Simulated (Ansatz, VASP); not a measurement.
One calculation of Si, two programs

Contents of INCAR:

```
ALGO = Fast ; EDIFF = 1E-6
EDIFFG = -0.01 ; ENCUT = 600
GGA = PE ; IBRION = 2
ISIF = 3 ; ISMEAR = 0
LASPH = T ; LCHARG = F
LREAL = F ; LWAVE = F
NELM = 80 ; NSW = 100
PREC = Accurate ; SIGMA = 0.1
```

The input KPOINTS:

```
k-points
0
Gamma
  8 8 8
```

File POSCAR:

```
Si
1.0
    4.6568088493      0.0000000000      0.0000000000
    0.0000000000      4.6568088493      0.0000000000
    0.0000000000      0.0000000000      4.6568088493
Si
6
Direct
    0.2500000000      0.5000000000      0.0000000000
    0.7500000000      0.5000000000      0.0000000000
    0.0000000000      0.2500000000      0.5000000000
    0.0000000000      0.7500000000      0.5000000000
    0.5000000000      0.0000000000      0.2500000000
    0.5000000000      0.0000000000      0.7500000000
```

Input for Ansatz:

```yaml
crystal:
  lattice:
    - [4.6568088493, 0.0, 0.0]
    - [0.0, 4.6568088493, 0.0]
    - [0.0, 0.0, 4.6568088493]
  atoms:
    - { symbol: Si, position: [0.25, 0.5, 0.0] }
    - { symbol: Si, position: [0.75, 0.5, 0.0] }
    - { symbol: Si, position: [0.0, 0.25, 0.5] }
    - { symbol: Si, position: [0.0, 0.75, 0.5] }
    - { symbol: Si, position: [0.5, 0.0, 0.25] }
    - { symbol: Si, position: [0.5, 0.0, 0.75] }
basis:
  ecutwfc: 420
kpoints:
  mp_grid: { grid: [8, 8, 8] }
hamiltonian:
  xc: pbe
scf:
  occupations: { method: gaussian, width: 0.1 }
output:
  forces: true
  stress: true
  eigenvalues: true
  write_density: true
  write_potential: true
  elf: true
  volumetric_format: npy
relax:
  adjacent_minimum: "off"
  f_tol: 0.01
  max_steps: 80
  cell: { stress_tol: 0.05 }
```

Alike in both runs: task relaxation of cell and atoms; functional PBE; k mesh 8 × 8 × 8; occupations gaussian, width 0.1 eV; no spin polarisation.

```csv
,VASP,Ansatz
version,VASP 6.6.1,Ansatz 0.2.0
potentials or method,"VASP PAW PBE potentials, release 64 (Si)","scalar-relativistic, plane waves, PAW"
plane-wave cutoff (eV),600,420
valence electrons in the cell,24,24
```

Ansatz gave:

| Item | Value |
| --- | --- |
| gap on the k mesh at the Fermi level, each at its own relaxed structure (eV) | none |
| relaxed volume (Å³/atom) | 16.87 |
| relaxed cell length with the largest relative difference (Å) | 4.660 |

**Question.** What did VASP give for the same quantities?

**Answer.** gap on the k mesh at the Fermi level, each at its own relaxed structure (eV): none; relaxed volume (Å³/atom): 16.86; relaxed cell length with the largest relative difference (Å): 4.660.

A gap of «none» marks a metal or a gap that the smearing closes.
